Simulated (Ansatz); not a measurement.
The system is Ba.

```
Ba
1.0
    -2.50650    2.50650    2.50650
     2.50650   -2.50650    2.50650
     2.50650    2.50650   -2.50650
Ba
1
Direct
  0.00000 0.00000 0.00000
```

Base run:

| Property | Result |
| --- | --- |
| Program | Ansatz 0.2.0 |
| Functional | PBEsol |
| Potentials or basis | Ansatz PAW |
| Cutoff | 420 eV |
| Density cutoff | 1680 eV |
| k mesh | 8 × 8 × 8 |
| Occupations | gaussian, width 0.05 eV |
| Spin | no spin polarisation |

Its results: band gap on the k mesh none (metal or under the smearing width); pressure -0.7 GPa.

Problem. The run is repeated on the same cell with these changes: functional from PBEsol to RPBE; occupations from gaussian, width 0.05 eV to gaussian, width 0.1 eV. What comes out?

Solution. Band gap on the k mesh none (metal or under the smearing width); pressure 0.7 GPa.

Caveats: the PAW data sets come from PBE, with cores solved anew for the run's functional, which leaves a small shift of forces and pressure; the potentials were made for another functional, which shifts forces and pressure (some runs).

Not every run made on this cell is shown here.
